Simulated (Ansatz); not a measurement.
## Symmetry broken, then relaxed in TaN

Level of theory: DFT PBEsol, scalar-relativistic, plane waves, PAW (Ansatz). The runs took a 420 eV cutoff, a Γ-centred 6×6×12 mesh and Gaussian smearing (0.15 eV). Spin–orbit coupling is left out, which can shift energies with elements as heavy as these. No spin polarisation. Energies are free energies at this smearing, counted from the undisturbed cell; pressure is positive in compression.

Zero of the scan (relaxed at this level):

```xyz
6
Lattice="5.2051 0.0000 0.0000 -2.6025 4.5077 0.0000 0.0000 0.0000 2.9036" Properties=species:S:1:pos:R:3 pbc="T T T"
Ta    0.0000    0.0000    0.0000
Ta    0.0000    3.0052    1.4518
Ta    2.6025    1.5026    1.4518
N     2.6025    0.0000    0.0000
N     1.3013    2.2539    0.0000
N    -1.3013    2.2539    0.0000
```

The atoms are displaced (Å, in the unstrained cell):

```
atom ux uy uz
 Ta1   0.030   0.011   0.026
 Ta2   0.015  -0.029  -0.004
 Ta3  -0.011   0.034   0.004
  N4  -0.013  -0.027  -0.011
  N5  -0.029   0.003  -0.015
  N6   0.008   0.008   0.000
```

Cell and atoms are then relaxed.

Problem. Does the relaxation return to the undisturbed structure?

Solution. No. It ends 454.6 meV/atom below it. The disturbance itself cost 12.7 meV/atom. The final space group reads P-62m (tolerance 0.05 Å) and the volume changes by -1.24 %.

Final structure:

```
Ta N
1.0
     5.18108    0.00006    0.00000
    -2.59049    4.48688    0.00000
     0.00000    0.00000    2.89412
Ta N
3 3
Direct
  0.99999 0.00000 0.00000
  0.33334 0.66667 0.50000
  0.66667 0.33334 0.50000
  0.60668 0.00000 0.00000
  0.39332 0.39332 0.00000
  0.00000 0.60668 0.00000
```

The relaxation, step by step (energy from the first step; small jumps at an unchanged geometry come where the plane waves are selected anew for the new cell):

```tsv
step	ΔE (meV/atom)	largest force component (eV/Å)	pressure (GPa)
1	0.0	1.137	0.53
2	8.9	1.382	0.71
3	-22.7	0.647	0.65
4	-40.0	0.776	1.14
5	-81.0	0.934	-2.05
6	-66.0	1.498	-2.52
7	-108.9	0.970	0.61
8	-138.6	0.989	1.49
9	-184.5	1.598	2.22
10	-261.5	3.143	2.98
11	-356.9	1.150	4.71
12	-461.3	0.269	2.83
13	-467.5	0.045	-0.74
14	-467.7	0.001	0.00
15	-467.3	0.001	-0.06
```

Frames along the relaxation (Å, eV/Å):

```xyz
6
Lattice="5.205 0.000 0.000 -2.603 4.508 0.000 0.000 0.000 2.904" Properties=species:S:1:pos:R:3:forces:R:3 pbc="T T T" step=1
Ta    0.030    0.011    0.026    0.154    0.056   -0.245
Ta    0.015    2.976    1.448   -0.661    1.049   -0.128
Ta    2.591    1.536    1.456    0.351   -1.137   -0.245
N     2.590   -0.027   -0.011   -0.196    1.030    0.224
N     1.272    2.257   -0.015    0.898   -0.731    0.352
N    -1.293    2.262    0.000   -0.546   -0.267    0.042
6
Lattice="5.181 0.017 -0.001 -2.575 4.518 0.000 0.000 -0.001 2.905" Properties=species:S:1:pos:R:3:forces:R:3 pbc="T T T" step=2
Ta    0.048    0.020   -0.168    0.269    0.120    1.382
Ta    0.005    3.029    1.486    0.128   -0.291   -0.036
Ta    2.601    1.505    1.489   -0.062    0.344   -0.097
N     2.562    0.013    0.032   -0.269   -0.214   -0.419
N     1.291    2.244    0.028   -0.232   -0.142   -0.356
N    -1.297    2.260    0.035    0.167    0.182   -0.474
6
Lattice="5.205 0.006 0.000 -2.597 4.498 0.000 0.000 0.000 2.908" Properties=species:S:1:pos:R:3:forces:R:3 pbc="T T T" step=3
Ta    0.118    0.044    0.000    0.476    0.167   -0.011
Ta   -0.006    2.989    1.455    0.054    0.309   -0.054
Ta    2.591    1.507    1.457    0.344   -0.123   -0.105
N     2.551   -0.006   -0.002   -0.635    0.226    0.057
N     1.270    2.220   -0.004   -0.051   -0.647    0.113
N    -1.310    2.254    0.001   -0.187    0.067    0.000
6
Lattice="5.218 0.015 -0.001 -2.596 4.493 0.000 -0.001 0.000 2.912" Properties=species:S:1:pos:R:3:forces:R:3 pbc="T T T" step=4
Ta    0.210    0.083   -0.011    0.418    0.199    0.103
Ta   -0.020    2.995    1.458    0.460   -0.167   -0.008
Ta    2.597    1.493    1.457    0.471    0.554    0.004
N     2.517    0.007    0.002   -0.776   -0.236   -0.053
N     1.263    2.185    0.001   -0.547   -0.629   -0.027
N    -1.325    2.253    0.001   -0.025    0.279   -0.018
6
Lattice="5.367 0.049 -0.001 -2.641 4.513 0.001 -0.001 0.000 2.895" Properties=species:S:1:pos:R:3:forces:R:3 pbc="T T T" step=5
Ta    0.371    0.086    0.000    0.051   -0.196    0.009
Ta    0.002    3.017    1.446    0.372   -0.553    0.053
Ta    2.703    1.553    1.444   -0.009    0.219    0.081
N     2.516    0.030    0.000    0.409   -0.261   -0.044
N     1.250    2.081    0.004   -0.518   -0.142   -0.101
N    -1.392    2.357   -0.001   -0.306    0.934    0.002
6
Lattice="5.542 0.069 0.004 -2.711 4.528 0.001 0.002 0.002 2.841" Properties=species:S:1:pos:R:3:forces:R:3 pbc="T T T" step=6
Ta    0.434   -0.039    0.029    0.157    0.963   -0.315
Ta    0.069    3.023    1.414   -0.648   -0.239    0.063
Ta    2.843    1.665    1.418   -1.430   -1.498    0.029
N     2.588    0.041   -0.007    1.334    0.268    0.135
N     1.215    1.951    0.000    0.430    0.564    0.028
N    -1.486    2.554   -0.004    0.156   -0.058    0.062
6
Lattice="5.356 0.038 0.001 -2.646 4.528 -0.001 0.001 0.000 2.876" Properties=species:S:1:pos:R:3:forces:R:3 pbc="T T T" step=7
Ta    0.388    0.046    0.001   -0.047   -0.412   -0.002
Ta    0.018    3.014    1.437    0.079   -0.212    0.033
Ta    2.704    1.574    1.437   -0.252   -0.271    0.034
N     2.535    0.023    0.000    0.840   -0.038   -0.002
N     1.206    2.018    0.002   -0.156   -0.038   -0.048
N    -1.428    2.457    0.000   -0.464    0.970   -0.014
6
Lattice="5.285 0.020 0.002 -2.625 4.584 -0.001 0.001 0.000 2.866" Properties=species:S:1:pos:R:3:forces:R:3 pbc="T T T" step=8
Ta    0.366    0.014    0.004   -0.143   -0.277   -0.039
Ta    0.029    3.042    1.431   -0.164    0.074    0.005
Ta    2.670    1.584    1.433   -0.344   -0.532   -0.010
N     2.563    0.012   -0.001    0.989    0.126    0.033
N     1.150    1.974   -0.001    0.068   -0.013    0.015
N    -1.457    2.581   -0.001   -0.405    0.622   -0.004
6
Lattice="5.091 -0.001 0.002 -2.546 4.679 -0.002 0.001 -0.001 2.866" Properties=species:S:1:pos:R:3:forces:R:3 pbc="T T T" step=9
Ta    0.279    0.006    0.005   -0.707   -0.219   -0.056
Ta    0.037    3.110    1.432   -0.282    0.271   -0.021
Ta    2.579    1.576    1.434   -0.253   -0.458   -0.047
N     2.595   -0.006   -0.001    1.598    0.277    0.048
N     1.064    1.937   -0.003    0.048   -0.028    0.067
N    -1.463    2.734   -0.001   -0.404    0.157    0.009
6
Lattice="4.891 -0.027 0.003 -2.469 4.778 -0.003 0.002 -0.001 2.870" Properties=species:S:1:pos:R:3:forces:R:3 pbc="T T T" step=10
Ta    0.145   -0.031    0.005   -1.882    0.973   -0.072
Ta    0.050    3.178    1.434   -0.784    0.516   -0.037
Ta    2.488    1.571    1.438   -0.481   -0.489   -0.100
N     2.674   -0.027   -0.001    3.143    0.452    0.077
N     0.968    1.880   -0.005   -0.021   -0.023    0.117
N    -1.479    2.929   -0.001    0.025   -1.428    0.014
6
Lattice="4.833 -0.031 0.002 -2.443 4.771 -0.002 0.001 0.000 2.884" Properties=species:S:1:pos:R:3:forces:R:3 pbc="T T T" step=11
Ta    0.004    0.000    0.005    0.894    0.037   -0.075
Ta    0.046    3.184    1.441   -1.028    0.035   -0.014
Ta    2.459    1.542    1.443   -0.787    0.126   -0.048
N     2.819   -0.027   -0.001    1.150    0.274    0.060
N     0.932    1.857   -0.003    0.042   -0.152    0.078
N    -1.480    2.924    0.000   -0.270   -0.320   -0.002
6
Lattice="5.091 -0.005 0.000 -2.550 4.539 0.000 0.000 0.000 2.887" Properties=species:S:1:pos:R:3:forces:R:3 pbc="T T T" step=12
Ta    0.000    0.001    0.000    0.218   -0.072   -0.004
Ta    0.011    3.028    1.443   -0.240   -0.008    0.009
Ta    2.557    1.505    1.443   -0.215    0.010    0.012
N     3.064   -0.004    0.000    0.269    0.038   -0.005
N     0.997    1.785    0.001    0.034   -0.054   -0.013
N    -1.546    2.752    0.000   -0.067    0.086    0.001
6
Lattice="5.186 0.000 0.000 -2.593 4.487 0.000 0.000 0.000 2.898" Properties=species:S:1:pos:R:3:forces:R:3 pbc="T T T" step=13
Ta   -0.001    0.000    0.000    0.003   -0.008   -0.001
Ta    0.000    2.991    1.449   -0.007    0.014   -0.001
Ta    2.593    1.497    1.449   -0.003   -0.018   -0.002
N     3.149    0.000    0.000   -0.045    0.008    0.002
N     1.019    1.763    0.000    0.036    0.042    0.002
N    -1.574    2.724    0.000    0.016   -0.038    0.000
6
Lattice="5.181 0.000 0.000 -2.590 4.487 0.000 0.000 0.000 2.894" Properties=species:S:1:pos:R:3:forces:R:3 pbc="T T T" step=14
Ta    0.000    0.000    0.000    0.001    0.001    0.000
Ta    0.000    2.991    1.447    0.000    0.000    0.000
Ta    2.591    1.496    1.447    0.000   -0.001    0.000
N     3.143    0.000    0.000    0.000    0.000    0.000
N     1.019    1.765    0.000    0.000    0.000    0.000
N    -1.572    2.722    0.000    0.000    0.000    0.000
6
Lattice="5.181 0.000 0.000 -2.590 4.487 0.000 0.000 0.000 2.894" Properties=species:S:1:pos:R:3:forces:R:3 pbc="T T T" step=15
Ta    0.000    0.000    0.000    0.001    0.001    0.000
Ta    0.000    2.991    1.447    0.000    0.000    0.000
Ta    2.591    1.496    1.447    0.000   -0.001    0.000
N     3.143    0.000    0.000    0.000    0.000    0.000
N     1.019    1.765    0.000   -0.001    0.000    0.000
N    -1.572    2.722    0.000    0.000    0.000    0.000
```

Cost: 3 runs of about 12 core-minutes in all, on Intel Xeon Processor @ 2.70GHz (shared hosts).